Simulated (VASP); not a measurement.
# Cu3N (Pm-3m) in VASP: relaxation of cell and atoms with PBE

Aim: the relaxation of cell and atoms of Cu3N with PBE.

All numbers are computed with VASP 6.6.1; they aren't measurements. Logs are shortened: lines on timing, memory, paths and dates and some standing lists are left out, and cuts for length are marked.

### Step 1. The structure

It takes space group Pm-3m (No. 221, cubic). Conventional cell: a = 3.833 Å, b = 3.833 Å, c = 3.833 Å, α = 90.00°, β = 90.00°, γ = 90.00°. Cu (site symmetry 4/mmm) has 2 N at 1.92 Å as nearest neighbours. N (site symmetry m-3m) has 6 Cu at 1.92 Å as nearest neighbours.

### Step 2. Relaxation of cell and atoms, PBE

INCAR reads:

```
ALGO = Normal
EDIFF = 1E-7
EDIFFG = -0.005
ENCUT = 600
GGA = PE
IBRION = 2
ISIF = 3
ISMEAR = 1
LASPH = True
LCHARG = False
LREAL = False
LWAVE = False
NELM = 80
NSW = 90
PREC = Accurate
SIGMA = 0.1
```

KPOINTS reads:

```
k-points
0
Gamma
  10 10 10
```

POSCAR reads:

```
Cu3N                                    
1.0
    3.8331530171     -0.0000000000     -0.0000000000
    0.0000000000      3.8331530171     -0.0000000000
    0.0000000000      0.0000000000      3.8331530171
  Cu              N             
     3     1
Direct
     0.5000000000000000    0.0000000000000000    0.0000000000000000
     0.0000000000000000    0.5000000000000000    0.0000000000000000
     0.0000000000000000    0.0000000000000000    0.5000000000000000
     0.0000000000000000    0.0000000000000000    0.0000000000000000
```

Potentials or basis: VASP PAW PBE potentials, release 64 (Cu, N).

Run with:

```console
$ cat potpaw_PBE.64/Cu/POTCAR potpaw_PBE.64/N/POTCAR > POTCAR
$ mpirun -np 1 vasp_std > vasp.out
```

OUTCAR:

```text
EDIFF = 1E-7
   EDIFFG = -0.005
   ENCUT = 600
   GGA = PE
   IBRION = 2
   ISIF = 3
   ISMEAR = 1
   LASPH = True
   LREAL = False
   NELM = 80
   NSW = 90
   PREC = Accurate

 ion  position               nearest neighbor table
   1  0.500  0.000  0.000-   4 1.92   4 1.92   2 2.71   3 2.71   2 2.71   2 2.71   3 2.71   3 2.71
                             3 2.71   2 2.71
   2  0.000  0.500  0.000-   4 1.92   4 1.92   1 2.71   3 2.71   1 2.71   3 2.71   3 2.71   3 2.71
                             1 2.71   1 2.71
   3  0.000  0.000  0.500-   4 1.92   4 1.92   1 2.71   1 2.71   2 2.71   2 2.71   2 2.71   2 2.71
                             1 2.71   1 2.71
   4  0.000  0.000  0.000-   1 1.92   2 1.92   3 1.92   3 1.92   2 1.92   1 1.92

  LATTYP: Found a simple cubic cell.
 ALAT       =     3.8331530171

  Lattice vectors:

 A1 = (   3.8331530171,   0.0000000000,   0.0000000000)
 A2 = (   0.0000000000,   3.8331530171,   0.0000000000)
 A3 = (   0.0000000000,   0.0000000000,   3.8331530171)

Analysis of symmetry for initial positions (statically):
=====================================================================
 Subroutine PRICEL returns:
 Original cell was already a primitive cell.

 Routine SETGRP: Setting up the symmetry group for a
 simple cubic supercell.

 Subroutine GETGRP returns: Found 48 space group operations
 (whereof 48 operations were pure point group operations)
 out of a pool of 48 trial point group operations.

The static configuration has the point symmetry O_h .

Analysis of symmetry for dynamics (positions and initial velocities):
=====================================================================
 Subroutine PRICEL returns:
 Original cell was already a primitive cell.

 Routine SETGRP: Setting up the symmetry group for a
 simple cubic supercell.

 Subroutine GETGRP returns: Found 48 space group operations
 (whereof 48 operations were pure point group operations)
 out of a pool of 48 trial point group operations.

The dynamic configuration has the point symmetry O_h .

 Subroutine INISYM returns: Found 48 space group operations
 (whereof 48 operations are pure point group operations),
 and found     1 'primitive' translations

----------------------------------------------------------------------------------------

                                     Primitive cell

  volume of cell :      56.3208

  direct lattice vectors                    reciprocal lattice vectors
     3.833153017  0.000000000  0.000000000     0.260881837  0.000000000  0.000000000
     0.000000000  3.833153017  0.000000000     0.000000000  0.260881837  0.000000000
     0.000000000  0.000000000  3.833153017     0.000000000  0.000000000  0.260881837

  length of vectors
     3.833153017  3.833153017  3.833153017     0.260881837  0.260881837  0.260881837

  position of ions in fractional coordinates (direct lattice)
     0.500000000  0.000000000  0.000000000
     0.000000000  0.500000000  0.000000000
     0.000000000  0.000000000  0.500000000
     0.000000000  0.000000000  0.000000000

  ion indices of the primitive-cell ions
   primitive index   ion index
                 1           1
                 2           2
                 3           3
                 4           4

----------------------------------------------------------------------------------------

 KPOINTS: k-points

Automatic generation of k-mesh.
 Grid dimensions read from file:
 generate k-points for:   10   10   10

 Generating k-lattice:

  Cartesian coordinates                     Fractional coordinates (reciprocal lattice)
     0.026088184  0.000000000  0.000000000     0.100000000  0.000000000  0.000000000
     0.000000000  0.026088184  0.000000000     0.000000000  0.100000000  0.000000000
     0.000000000  0.000000000  0.026088184     0.000000000  0.000000000  0.100000000

  Length of vectors
     0.026088184  0.026088184  0.026088184

  Shift w.r.t. Gamma in fractional coordinates (k-lattice)
     0.000000000  0.000000000  0.000000000

 Subroutine IBZKPT returns following result:
 ===========================================

 Found     56 irreducible k-points:

 Following reciprocal coordinates:
            Coordinates               Weight
  0.000000  0.000000  0.000000      1.000000
  0.100000  0.000000  0.000000      6.000000
  0.200000  0.000000  0.000000      6.000000
  0.300000  0.000000  0.000000      6.000000
  0.400000  0.000000  0.000000      6.000000
  0.500000  0.000000  0.000000      3.000000
[... 16 lines left out ...]
  0.200000  0.100000  0.100000     24.000000
  0.300000  0.100000  0.100000     24.000000
 [... further k-points ...]
   k-points           NKPTS =     56   k-points in BZ     NKDIM =     56   number of bands    NBANDS=     23
   number of dos      NEDOS =    301   number of ions     NIONS =      4
   total plane-waves  NPLWV =  32768
   dimension x,y,z NGX =    32 NGY =   32 NGZ =   32
   dimension x,y,z NGXF=    64 NGYF=   64 NGZF=   64
   ions per type =               3   1
   NGX,Y,Z   is equivalent  to a cutoff of  13.88, 13.88, 13.88 a.u.
   NGXF,Y,Z  is equivalent  to a cutoff of  27.76, 27.76, 27.76 a.u.
 SYSTEM =  unknown system
   PREC   = accura    normal or accurate (medium, high low for compatibility)
   ISTART =      0    job   : 0-new  1-cont  2-samecut
   ICHARG =      2    charge: 1-file 2-atom 10-const
   ISPIN  =      1    spin polarized calculation?
   LNONCOLLINEAR =      F non collinear calculations
   LSORBIT =      F    spin-orbit coupling
   LASPH  =      T    aspherical Exc in radial PAW
   ENCUT  =  600.0 eV  44.10 Ry    6.64 a.u.   7.66  7.66  7.66*2*pi/ulx,y,z
   NELM   =     80;   NELMIN=  2; NELMDL= -5     # of ELM steps
   EDIFF  = 0.1E-06   stopping-criterion for ELM
   LREAL  =      F    real-space projection
   EDIFFG = -.5E-02   stopping-criterion for IOM
   NSW    =     90    number of steps for IOM
   IBRION =      2    ionic relax: 0-MD 1-quasi-New 2-CG
   NFREE  =      1    steps in history (QN), initial steepest desc. (CG)
   ISIF   =      3    stress and relaxation
   ISYM   =      2    0-nonsym 1-usesym 2-fastsym
   POTIM  = 0.5000    time-step for ionic-motion
   TEBEG  =    0.0;   TEEND  =   0.0 temperature during run
   PSTRESS=    0.0 pullay stress
   NELECT =      38.0000    total number of electrons
   NUPDOWN=      -1.0000    fix difference up-down
   EMIN   =  10.00;   EMAX   =-10.00  energy-range for DOS
   EFERMI =   0.00;   METHOD = LEGACY
   ISMEAR =     1;   SIGMA  =   0.10  broadening in eV -4-tet -1-fermi 0-gaus
   EFERMI_NEDOS =   21; number of points for ismear=-14 and -15
   IALGO  =     38    algorithm
   IMIX   =      4    mixing-type and parameters
     AMIX     =   0.40;   BMIX     =  1.00
     AMIX_MAG =   1.60;   BMIX_MAG =  1.00
  volume/ion in A,a.u.               =      14.08        95.02
  Fermi-wavevector in a.u.,A,eV,Ry     =   1.435864  2.713389 28.051192  2.061704
  Thomas-Fermi vector in A             =   2.555115
   LORBIT       =      0    0 simple, 1 ext, 2 COOP (PROOUT), +10 PAW based schemes
   GGA     = PE    functional components
   LHFCALC =     F    Hartree Fock is set to
   AEXX    =    0.0000 exact exchange contribution
   IVDW    =     0    specifies the selected vdW correction
   LEPSILON=     F    determine dielectric tensor
   LRPA    =     F    only Hartree local field effects (RPA)
 conjugate gradient relaxation of ions
 non-spin polarized calculation
 Methfessel and Paxton  Order N= 1 SIGMA  =   0.10
  energy-cutoff  :      600.00
  volume of cell :       56.32
 maximum number of plane-waves:      1924
 NGX is ok and might be reduce to    32
   NGX = 15   NGY = 15   NGZ = 15

 number of electron      37.9999976 magnetization

 Free energy of the ion-electron system (eV)
  ---------------------------------------------------
  ext. energy  EPLUGINS =         0.00000000
  ---------------------------------------------------
  free energy    TOTEN  =       -18.39247181 eV

  energy without entropy =      -18.39267761  energy(sigma->0) =      -18.39254041

 E-fermi :   4.7957     XC(G=0): -10.7125

 val. band max:        4.7514279496   @ k =   0.5000   0.5000   0.5000
 cond. band min:       5.0124506649   @ k =   0.5000   0.5000   0.0000
 fundamental gap:      0.2610227152
 Fermi energy:         4.7957375876

 k-point     1 :       0.0000    0.0000    0.0000
  band No.  band energies     occupation
      1     -11.9263      2.00000
      2      -0.3804      2.00000
      3       0.0828      2.00000
      4       0.0828      2.00000
      5       0.0828      2.00000
      6       0.9877      2.00000
[... 15 lines left out ...]
     22       9.9829      0.00000
     23      11.3399      0.00000

 k-point     2 :       0.1000    0.0000    0.0000
  band No.  band energies     occupation
      1     -11.8907      2.00000
      2      -0.5275      2.00000
      3      -0.0660      2.00000
      4      -0.0285      2.00000
      5      -0.0285      2.00000
      6       0.9978      2.00000
[... 15 lines left out ...]
     22      10.0431      0.00000
     23      11.3870      0.00000

 k-point     3 :       0.2000    0.0000    0.0000
  band No.  band energies     occupation
      1     -11.7946      2.00000
      2      -1.1885      2.00000
      3      -0.2436      2.00000
      4      -0.2436      2.00000
      5       0.0596      2.00000
      6       1.0253      2.00000
[... 15 lines left out ...]
     22      10.2286      0.00000
     23      11.5166      0.00000
[... 495 lines left out ...]
 k-point    23 :       0.2000    0.1000    0.1000
  band No.  band energies     occupation
      1     -11.7230      2.00000
      2      -1.2383      2.00000
      3      -0.6632      2.00000
      4      -0.6146      2.00000
      5       0.2495      2.00000
      6       1.1499      2.00000
[... 15 lines left out ...]
     22       9.5965      0.00000
     23      10.7352      0.00000

 k-point    24 :       0.3000    0.1000    0.1000
  band No.  band energies     occupation
      1     -11.5975      2.00000
      2      -1.9316      2.00000
      3      -0.7811      2.00000
      4      -0.7725      2.00000
      5       0.5248      2.00000
      6       1.1917      2.00000
[... 15 lines left out ...]
     22       9.7550      0.00000
     23      11.1642      0.00000

 [... further k-points ...]
[... 5 lines left out ...]
  --------------------------------------------------------------------------------------
  -------------------------------------------------------------------------------------
  Total        0.0024338      0.0024338      0.0024338      0.0000000      0.0000000     -0.0000000
  in kB        0.0692354      0.0692354      0.0692354      0.0000000      0.0000000     -0.0000000
  external PRESSURE =       0.0692354 kB  Pullay stress =       0.0000000 kB

 VOLUME and BASIS-vectors are now :
 -----------------------------------------------------------------------------
  energy-cutoff  :      600.00
  volume of cell :       56.32
      direct lattice vectors                 reciprocal lattice vectors
     3.833153017  0.000000000  0.000000000     0.260881837  0.000000000  0.000000000
     0.000000000  3.833153017  0.000000000     0.000000000  0.260881837  0.000000000
     0.000000000  0.000000000  3.833153017     0.000000000  0.000000000  0.260881837

 POSITION                                       TOTAL-FORCE (eV/Angst)
 -----------------------------------------------------------------------------------
      1.91658      0.00000      0.00000         0.000000      0.000000      0.000000
      0.00000      1.91658      0.00000         0.000000      0.000000      0.000000
      0.00000      0.00000      1.91658         0.000000      0.000000      0.000000
      0.00000      0.00000      0.00000         0.000000      0.000000      0.000000
 -----------------------------------------------------------------------------------
    total drift:                                0.000000      0.000000     -0.000000

  FREE ENERGIE OF THE ION-ELECTRON SYSTEM (eV)
  ---------------------------------------------------
  free  energy   TOTEN  =       -18.3924718077 eV

  energy  without entropy=      -18.3926776122  energy(sigma->0) =      -18.39254041

 reached required accuracy - stopping structural energy minimisation
```

Run time: 30 s. Hardware: 1 thread of Intel Xeon 6975P-C (Granite Rapids), shared host; peak memory 0.22 GiB.

Results:

- Free energy: -18.3925 eV
- Pressure after relaxing: 0.0 GPa
- Band gap on the k mesh: 0.26 eV, indirect (least direct gap 0.80 eV)

Final structure:
```cif
data_structure
_symmetry_space_group_name_H-M 'P 1'
_symmetry_Int_Tables_number 1
_cell_length_a 3.8332
_cell_length_b 3.8332
_cell_length_c 3.8332
_cell_angle_alpha 90.000
_cell_angle_beta 90.000
_cell_angle_gamma 90.000
_cell_volume 56.32
loop_
_atom_site_label
_atom_site_type_symbol
_atom_site_fract_x
_atom_site_fract_y
_atom_site_fract_z
_atom_site_occupancy
Cu1 Cu 0.50000 0.00000 0.00000 1
Cu2 Cu 0.00000 0.50000 0.00000 1
Cu3 Cu 0.00000 0.00000 0.50000 1
N1 N 0.00000 0.00000 0.00000 1
```

Caveat: the relaxation stopped at its first step, so nothing moved.
